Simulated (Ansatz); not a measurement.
**Tc in Ansatz: the effect of target pressure**

The system is Tc.

```
CELL_PARAMETERS angstrom
2.74000 0.00000 0.00000
-1.37000 2.37291 0.00000
0.00000 0.00000 4.39800
ATOMIC_POSITIONS crystal
Tc 0.66667 0.33333 0.75000
Tc 0.33333 0.66667 0.25000
```

Alike in all runs:

```yaml
Program: Ansatz 0.2.0
Task: relaxation of cell and atoms
Functional: PBEsol
Potentials_or_basis: Ansatz PAW earlier set
Cutoff: "500 eV (not typed: the program's choice for these potentials)"
k_mesh: 11 × 11 × 6
Occupations: fermi-dirac, width 0.05 eV
Spin: no spin polarisation
```

Each run relaxes the cell or the atoms first.

```csv
target pressure,relaxed volume (Å³/atom)
0 GPa,14.00
2 GPa,13.92
5 GPa,13.79
10 GPa,?
20 GPa,13.26
30 GPa,12.96
```

What does the run with target pressure 10 GPa give?

Relaxed volume 13.60 Å³/atom.

Worked out: In Murnaghan's law V^(-B') rises as a straight line in P. The other rows fit best with B' = 5.2, V0 = 14.00 Å³/atom and B0 = 315 GPa, which gives 13.60 Å³/atom at 10 GPa, against the run's 13.60.

Caveats: the plane-wave basis is chosen anew once the cell has moved, so the energies of steps on either side of that aren't comparable; the PAW data sets come from PBE, with cores solved anew for the run's functional, which leaves a small shift of forces and pressure.
